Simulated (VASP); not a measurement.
# Zr16Si31 (a cell with a defect) in VASP: relaxation of the atoms with PBE

Aim: the relaxation of the atoms of Zr16Si31 (a cell with a defect) with PBE.

Everything below comes from runs of VASP 6.6.1. Logs are shortened: lines on timing, memory, paths and dates and some standing lists are left out, and cuts for length are marked.

## Step 1: The crystal as given

The cell holds a defect, 47 atoms: a = 7.412 Å, b = 14.735 Å, c = 7.344 Å, α = 90.00°, β = 90.00°, γ = 90.00°.

## Step 2: Relaxation of the atoms, PBE

File INCAR:

```
SYSTEM = Zr16Si31
PREC = Accurate
ENCUT = 520
EDIFF = 1E-7
ISMEAR = 1
SIGMA = 0.1
LREAL = .FALSE.
LASPH = .TRUE.
NELM = 80
ALGO = Normal
ISIF = 2
LWAVE = .FALSE.
LCHARG = .FALSE.
GGA = PE
IBRION = 2
NSW = 60
EDIFFG = -0.02
```

File KPOINTS:

```
Automatic mesh
0
G
  3 2 3
  0 0 0
```

File POSCAR:

```
Zr16Si31
1.0
    7.4120000000      0.0000000000      0.0000000000
    0.0000000000     14.7350000000      0.0000000000
    0.0000000000      0.0000000000      7.3440000000
Zr Si
16 31
Direct
    0.2500000000      0.6054000000      0.1250000000
    0.2500000000      0.6054000000      0.6250000000
    0.5000000000      0.1054000000      0.1250000000
    0.5000000000      0.1054000000      0.6250000000
    0.7500000000      0.6054000000      0.1250000000
    0.7500000000      0.6054000000      0.6250000000
    0.0000000000      0.1054000000      0.1250000000
    0.0000000000      0.1054000000      0.6250000000
    0.2500000000      0.3946000000      0.3750000000
    0.2500000000      0.3946000000      0.8750000000
    0.5000000000      0.8946000000      0.3750000000
    0.5000000000      0.8946000000      0.8750000000
    0.7500000000      0.3946000000      0.3750000000
    0.7500000000      0.3946000000      0.8750000000
    0.0000000000      0.8946000000      0.3750000000
    0.0000000000      0.8946000000      0.8750000000
    0.2500000000      0.9478000000      0.6250000000
    0.5000000000      0.4478000000      0.1250000000
    0.5000000000      0.4478000000      0.6250000000
    0.7500000000      0.9478000000      0.1250000000
    0.7500000000      0.9478000000      0.6250000000
    0.0000000000      0.4478000000      0.1250000000
    0.0000000000      0.4478000000      0.6250000000
    0.2500000000      0.0522000000      0.8750000000
    0.5000000000      0.5522000000      0.3750000000
    0.5000000000      0.5522000000      0.8750000000
    0.7500000000      0.0522000000      0.3750000000
    0.7500000000      0.0522000000      0.8750000000
    0.0000000000      0.5522000000      0.3750000000
    0.0000000000      0.5522000000      0.8750000000
    0.2500000000      0.2504000000      0.1250000000
    0.2500000000      0.2504000000      0.6250000000
    0.5000000000      0.7504000000      0.1250000000
    0.5000000000      0.7504000000      0.6250000000
    0.7500000000      0.2504000000      0.1250000000
    0.7500000000      0.2504000000      0.6250000000
    0.0000000000      0.7504000000      0.1250000000
    0.0000000000      0.7504000000      0.6250000000
    0.2500000000      0.7496000000      0.3750000000
    0.2500000000      0.7496000000      0.8750000000
    0.5000000000      0.2496000000      0.3750000000
    0.5000000000      0.2496000000      0.8750000000
    0.7500000000      0.7496000000      0.3750000000
    0.7500000000      0.7496000000      0.8750000000
    0.0000000000      0.2496000000      0.3750000000
    0.0000000000      0.2496000000      0.8750000000
    0.2500000000      0.0000000000      0.2500000000
```

Potentials or basis: VASP PAW PBE potentials, release 64 (Zr_sv, Si).

Command:

```
> cat potpaw_PBE.64/Zr_sv/POTCAR potpaw_PBE.64/Si/POTCAR > POTCAR
> mpirun -np 8 vasp_std > vasp.out
```

OUTCAR:

```text
SYSTEM = Zr16Si31
   PREC = Accurate
   ENCUT = 520
   EDIFF = 1E-7
   ISMEAR = 1
   LREAL = .FALSE.
   LASPH = .TRUE.
   NELM = 80
   ISIF = 2
   GGA = PE
   IBRION = 2
   NSW = 60
   EDIFFG = -0.02

 ion  position               nearest neighbor table
   1  0.250  0.605  0.125-  25 2.72  26 2.72  29 2.72  30 2.72  39 2.81  40 2.81  33 2.83  37 2.83
                            18 2.97  22 2.97   9 3.61  10 3.61   2 3.67   2 3.67   5 3.71   5 3.71
   2  0.250  0.605  0.625-  25 2.72  26 2.72  29 2.72  30 2.72  39 2.81  40 2.81  34 2.83  38 2.83
                            19 2.97  23 2.97   9 3.61  10 3.61   1 3.67   1 3.67   6 3.71   6 3.71
   3  0.500  0.105  0.125-  47 2.59  27 2.72  28 2.72  24 2.72  42 2.81  41 2.81  35 2.83  31 2.83
                            20 2.97  12 3.61  11 3.61   4 3.67   4 3.67   7 3.71   7 3.71
   4  0.500  0.105  0.625-  24 2.72  27 2.72  28 2.72  41 2.81  42 2.81  32 2.83  36 2.83  21 2.97
                            17 2.97  12 3.61  11 3.61   3 3.67   3 3.67   8 3.71   8 3.71
   5  0.750  0.605  0.125-  25 2.72  26 2.72  29 2.72  30 2.72  43 2.81  44 2.81  33 2.83  37 2.83
                            18 2.97  22 2.97  13 3.61  14 3.61   6 3.67   6 3.67   1 3.71   1 3.71
   6  0.750  0.605  0.625-  25 2.72  26 2.72  29 2.72  30 2.72  43 2.81  44 2.81  34 2.83  38 2.83
                            19 2.97  23 2.97  13 3.61  14 3.61   5 3.67   5 3.67   2 3.71   2 3.71
   7  0.000  0.105  0.125-  47 2.59  27 2.72  28 2.72  24 2.72  46 2.81  45 2.81  35 2.83  31 2.83
                            20 2.97  16 3.61  15 3.61   8 3.67   8 3.67   3 3.71   3 3.71
   8  0.000  0.105  0.625-  24 2.72  27 2.72  28 2.72  45 2.81  46 2.81  32 2.83  36 2.83  21 2.97
                            17 2.97  16 3.61  15 3.61   7 3.67   7 3.67   4 3.71   4 3.71
   9  0.250  0.395  0.375-  18 2.72  19 2.72  22 2.72  23 2.72  31 2.81  32 2.81  41 2.83  45 2.83
[... 71 lines left out ...]
  45  0.000  0.250  0.375-  31 2.61  32 2.61  35 2.61  36 2.61   7 2.81   8 2.81   9 2.83  13 2.83

  46  0.000  0.250  0.875-  31 2.61  32 2.61  35 2.61  36 2.61   7 2.81   8 2.81  10 2.83  14 2.83

  47  0.250  0.000  0.250-   3 2.59   7 2.59  11 2.59  15 2.59  17 2.86  24 2.86

  LATTYP: Found a simple orthorhombic cell.
 ALAT       =     7.3440000000
 B/A-ratio  =     1.0092592593
 C/A-ratio  =     2.0063997821

  Lattice vectors:

 A1 = (   0.0000000000,   0.0000000000,   7.3440000000)
 A2 = (   7.4120000000,   0.0000000000,   0.0000000000)
 A3 = (   0.0000000000,  14.7350000000,   0.0000000000)

Analysis of symmetry for initial positions (statically):
=====================================================================
 Subroutine PRICEL returns:
 Original cell was already a primitive cell.

 Routine SETGRP: Setting up the symmetry group for a
 simple orthorhombic supercell.

 Subroutine GETGRP returns: Found  4 space group operations
 (whereof  1 operations were pure point group operations)
 out of a pool of  8 trial point group operations.

The static configuration has the point symmetry C_1 .
 The point group associated with its full space group is C_2h.

Analysis of symmetry for dynamics (positions and initial velocities):
=====================================================================
 Subroutine PRICEL returns:
 Original cell was already a primitive cell.

 Routine SETGRP: Setting up the symmetry group for a
 simple orthorhombic supercell.

 Subroutine GETGRP returns: Found  4 space group operations
 (whereof  1 operations were pure point group operations)
 out of a pool of  8 trial point group operations.

The dynamic configuration has the point symmetry C_1 .
 The point group associated with its full space group is C_2h.

 Subroutine INISYM returns: Found  4 space group operations
 (whereof  1 operations are pure point group operations),
 and found     1 'primitive' translations

----------------------------------------------------------------------------------------

                                     Primitive cell

  volume of cell :     802.0810

  direct lattice vectors                    reciprocal lattice vectors
     7.412000000  0.000000000  0.000000000     0.134916352  0.000000000  0.000000000
     0.000000000 14.735000000  0.000000000     0.000000000  0.067865626  0.000000000
     0.000000000  0.000000000  7.344000000     0.000000000  0.000000000  0.136165577

  length of vectors
     7.412000000 14.735000000  7.344000000     0.134916352  0.067865626  0.136165577
[... 128 lines left out ...]
  0.000000  0.000000  0.000000      1.000000
  0.333333  0.000000  0.000000      2.000000
  0.000000  0.500000  0.000000      1.000000
  0.333333  0.500000  0.000000      2.000000
  0.000000  0.000000  0.333333      2.000000
  0.333333  0.000000  0.333333      4.000000
  0.000000  0.500000  0.333333      2.000000
  0.333333  0.500000  0.333333      4.000000
   k-points           NKPTS =      8   k-points in BZ     NKDIM =      8   number of bands    NBANDS=    192
   number of dos      NEDOS =    301   number of ions     NIONS =     47
   total plane-waves  NPLWV = 351232
   dimension x,y,z NGX =    56 NGY =  112 NGZ =   56
   dimension x,y,z NGXF=   112 NGYF=  224 NGZF=  112
   ions per type =              16  31
   NGX,Y,Z   is equivalent  to a cutoff of  12.56, 12.64, 12.68 a.u.
   NGXF,Y,Z  is equivalent  to a cutoff of  25.12, 25.27, 25.35 a.u.
 SYSTEM =  Zr16Si31
   PREC   = accura    normal or accurate (medium, high low for compatibility)
   ISTART =      0    job   : 0-new  1-cont  2-samecut
   ICHARG =      2    charge: 1-file 2-atom 10-const
   ISPIN  =      1    spin polarized calculation?
   LNONCOLLINEAR =      F non collinear calculations
   LSORBIT =      F    spin-orbit coupling
   LASPH  =      T    aspherical Exc in radial PAW
   ENCUT  =  520.0 eV  38.22 Ry    6.18 a.u.  13.78 27.40 13.65*2*pi/ulx,y,z
   NELM   =     80;   NELMIN=  2; NELMDL= -5     # of ELM steps
   EDIFF  = 0.1E-06   stopping-criterion for ELM
   LREAL  =      F    real-space projection
   EDIFFG = -.2E-01   stopping-criterion for IOM
   NSW    =     60    number of steps for IOM
   IBRION =      2    ionic relax: 0-MD 1-quasi-New 2-CG
   NFREE  =      1    steps in history (QN), initial steepest desc. (CG)
   ISIF   =      2    stress and relaxation
   ISYM   =      2    0-nonsym 1-usesym 2-fastsym
   POTIM  = 0.5000    time-step for ionic-motion
   TEBEG  =    0.0;   TEEND  =   0.0 temperature during run
   PSTRESS=    0.0 pullay stress
   NELECT =     316.0000    total number of electrons
   NUPDOWN=      -1.0000    fix difference up-down
   EMIN   =  10.00;   EMAX   =-10.00  energy-range for DOS
   EFERMI =   0.00;   METHOD = LEGACY
   ISMEAR =     1;   SIGMA  =   0.10  broadening in eV -4-tet -1-fermi 0-gaus
   EFERMI_NEDOS =   21; number of points for ismear=-14 and -15
   IALGO  =     38    algorithm
   IMIX   =      4    mixing-type and parameters
     AMIX     =   0.40;   BMIX     =  1.00
     AMIX_MAG =   1.60;   BMIX_MAG =  1.00
  volume/ion in A,a.u.               =      17.07       115.16
  Fermi-wavevector in a.u.,A,eV,Ry     =   1.200138  2.267932 19.596890  1.440331
  Thomas-Fermi vector in A             =   2.335982
   LORBIT       =      0    0 simple, 1 ext, 2 COOP (PROOUT), +10 PAW based schemes
   GGA     = PE    functional components
   LHFCALC =     F    Hartree Fock is set to
   AEXX    =    0.0000 exact exchange contribution
   IVDW    =     0    specifies the selected vdW correction
   LEPSILON=     F    determine dielectric tensor
   LRPA    =     F    only Hartree local field effects (RPA)
 conjugate gradient relaxation of ions
 non-spin polarized calculation
 Methfessel and Paxton  Order N= 1 SIGMA  =   0.10
  energy-cutoff  :      520.00
  volume of cell :      802.08
 maximum number of plane-waves:     21667
 NGX is ok and might be reduce to    56
   NGX = 27   NGY = 55   NGZ = 27

--------------------------------------- Ionic step        1  -------------------------------------------

 number of electron     315.9999997 magnetization

 Free energy of the ion-electron system (eV)
  ---------------------------------------------------
  ext. energy  EPLUGINS =         0.00000000
  ---------------------------------------------------
  free energy    TOTEN  =      -334.49243880 eV

  energy without entropy =     -334.47608718  energy(sigma->0) =     -334.48698826

------------------------ aborting loop because EDIFF is reached ----------------------------------------

  FORCE on cell =-STRESS in cart. coord.  units (eV):
  Direction    XX          YY          ZZ          XY          YZ          ZX
  --------------------------------------------------------------------------------------
  -------------------------------------------------------------------------------------
  Total        3.4297164      2.6384190     -2.1452772      0.0000000     -2.8470908      0.0000000
  in kB        6.8509464      5.2703096     -4.2852463      0.0000000     -5.6871369      0.0000000
  external PRESSURE =       2.6120032 kB  Pullay stress =       0.0000000 kB
[... 224 lines left out ...]
  FREE ENERGIE OF THE ION-ELECTRON SYSTEM (eV)
  ---------------------------------------------------
  free  energy   TOTEN  =      -334.7487982403 eV

  energy  without entropy=     -334.7362732461  energy(sigma->0) =     -334.74462324

[... ionic steps 4 to 7 ...]

--------------------------------------- Ionic step        8  -------------------------------------------

 number of electron     315.9999999 magnetization

------------------------ aborting loop because EDIFF is reached ----------------------------------------
[... 157 lines left out ...]
--------------------------------------- Ionic step       10  -------------------------------------------

 number of electron     315.9999999 magnetization

 Free energy of the ion-electron system (eV)
  ---------------------------------------------------
  ext. energy  EPLUGINS =         0.00000000
  ---------------------------------------------------
  free energy    TOTEN  =      -334.87375326 eV

  energy without entropy =     -334.86345521  energy(sigma->0) =     -334.87032057

 E-fermi :   9.5747     XC(G=0): -11.1853

 val. band max:        9.5719732124   @ k =   0.3333   0.5000   0.0000
 cond. band min:       9.5748933559   @ k =   0.0000   0.5000   0.0000
 fundamental gap:      0.0029201435
 Fermi energy:         9.5746965253

 k-point     1 :       0.0000    0.0000    0.0000
  band No.  band energies     occupation
      1     -39.0773      2.00000
      2     -39.0719      2.00000
      3     -39.0685      2.00000
      4     -39.0647      2.00000
      5     -39.0633      2.00000
      6     -39.0562      2.00000
[... 1373 lines left out ...]
    169      10.7146     -0.00000
    170      10.8371     -0.00000
 [bands above 170 left out]

------------------------ aborting loop because EDIFF is reached ----------------------------------------

  FORCE on cell =-STRESS in cart. coord.  units (eV):
  Direction    XX          YY          ZZ          XY          YZ          ZX
  --------------------------------------------------------------------------------------
  -------------------------------------------------------------------------------------
  Total        4.2521482     -0.1299636     -3.8912734      0.0000000     -1.8124659      0.0000000
  in kB        8.4937751     -0.2596056     -7.7729184      0.0000000     -3.6204471      0.0000000
  external PRESSURE =       0.1537503 kB  Pullay stress =       0.0000000 kB
[... 62 lines left out ...]
  FREE ENERGIE OF THE ION-ELECTRON SYSTEM (eV)
  ---------------------------------------------------
  free  energy   TOTEN  =      -334.8737532554 eV

  energy  without entropy=     -334.8634552073  energy(sigma->0) =     -334.87032057

 reached required accuracy - stopping structural energy minimisation
```

Run time: 60 min. Hardware: 8 MPI ranks of Intel Xeon Platinum 8488C (Sapphire Rapids), shared host; peak memory 0.36 GiB.

Results:

```yaml
Free_energy: -334.8738 eV
Energy_gained_by_relaxing: 8.1 meV/atom
Ionic_steps: 10
Pressure_after_relaxing: 0.0 GPa
Largest_force_after_relaxing: 0.013 eV/Å
Band_gap_on_the_k_mesh: none (metal or under the smearing width)
```

Forces on the atoms (eV/Å):
```
Zr   0.000 -0.003  0.003
Zr   0.000  0.000  0.003
Zr  -0.004 -0.001  0.000
Zr  -0.003  0.010 -0.002
Zr   0.000  0.000  0.005
Zr   0.000 -0.001  0.005
Zr   0.004 -0.001  0.000
Zr   0.003  0.010 -0.002
Zr   0.000  0.003 -0.003
Zr   0.000  0.000 -0.003
Zr  -0.004  0.001  0.000
Zr  -0.003 -0.010  0.002
Zr   0.000  0.000 -0.005
Zr   0.000  0.001 -0.005
Zr   0.004  0.001  0.000
Zr   0.003 -0.010  0.002
Si   0.000 -0.004  0.000
Si   0.001 -0.006  0.001
Si   0.003 -0.005  0.000
Si   0.000 -0.007 -0.005
Si   0.000  0.006  0.006
Si  -0.001 -0.006  0.001
Si  -0.003 -0.005  0.000
Si   0.000  0.004  0.000
Si   0.001  0.006 -0.001
Si   0.003  0.005  0.000
Si   0.000  0.007  0.005
Si   0.000 -0.006 -0.006
Si  -0.001  0.006 -0.001
Si  -0.003  0.005  0.000
Si   0.000 -0.004 -0.001
Si   0.000  0.000 -0.002
Si   0.000  0.001  0.001
Si   0.002  0.000 -0.004
Si   0.000 -0.005 -0.008
Si   0.000  0.009 -0.009
Si   0.000  0.001  0.001
Si  -0.002  0.000 -0.004
Si   0.000  0.004  0.001
Si   0.000  0.000  0.002
Si   0.000 -0.001 -0.001
Si   0.002  0.000  0.004
Si   0.000  0.005  0.008
Si   0.000 -0.009  0.009
Si   0.000 -0.001 -0.001
Si  -0.002  0.000  0.004
Si   0.000  0.000  0.000
```

Step by step:
| step | energy change (eV) | largest force (eV/Å) | pressure (GPa) |
| --- | --- | --- | --- |
| 1 | 0.0000 | 0.8482 | 0.26 |
| 2 | -0.1987 | 0.7121 | 0.10 |
| 3 | -0.2564 | 0.5807 | 0.01 |
| 4 | -0.3319 | 0.3838 | -0.05 |
| 5 | -0.3542 | 0.2660 | -0.07 |
| 6 | -0.3753 | 0.0750 | -0.03 |
| 7 | -0.3761 | 0.1006 | -0.02 |
| 8 | -0.3806 | 0.0300 | 0.01 |
| 9 | -0.3808 | 0.0378 | 0.01 |
| 10 | -0.3813 | 0.0131 | 0.02 |

Final structure:
```
Zr Si
1.0
     7.41200    0.00000    0.00000
     0.00000   14.73500    0.00000
     0.00000    0.00000    7.34400
Zr Si
16 31
Direct
  0.25000 0.60408 0.12595
  0.25000 0.60420 0.62568
  0.50588 0.10630 0.12122
  0.49548 0.10375 0.62505
  0.75000 0.60474 0.12497
  0.75000 0.60469 0.62585
  0.99412 0.10630 0.12122
  0.00452 0.10375 0.62505
  0.25000 0.39592 0.37405
  0.25000 0.39580 0.87432
  0.50588 0.89370 0.37878
  0.49548 0.89625 0.87495
  0.75000 0.39526 0.37503
  0.75000 0.39531 0.87415
  0.99412 0.89370 0.37878
  0.00452 0.89625 0.87495
  0.25000 0.96000 0.60932
  0.50026 0.44619 0.12491
  0.49981 0.44647 0.62467
  0.75000 0.94883 0.12217
  0.75000 0.94426 0.63041
  0.99974 0.44619 0.12491
  0.00019 0.44647 0.62467
  0.25000 0.04000 0.89068
  0.50026 0.55381 0.37509
  0.49981 0.55353 0.87533
  0.75000 0.05117 0.37783
  0.75000 0.05574 0.86959
  0.99974 0.55381 0.37509
  0.00019 0.55353 0.87533
  0.25000 0.24989 0.12362
  0.25000 0.24874 0.62251
  0.49704 0.75164 0.12584
  0.49904 0.75001 0.62803
  0.75000 0.25134 0.12553
  0.75000 0.24867 0.62442
  0.00296 0.75164 0.12584
  0.00096 0.75001 0.62803
  0.25000 0.75011 0.37638
  0.25000 0.75126 0.87749
  0.49704 0.24836 0.37416
  0.49904 0.24999 0.87197
  0.75000 0.74866 0.37447
  0.75000 0.75133 0.87558
  0.00296 0.24836 0.37416
  0.00096 0.24999 0.87197
  0.25000 0.00000 0.25000
```
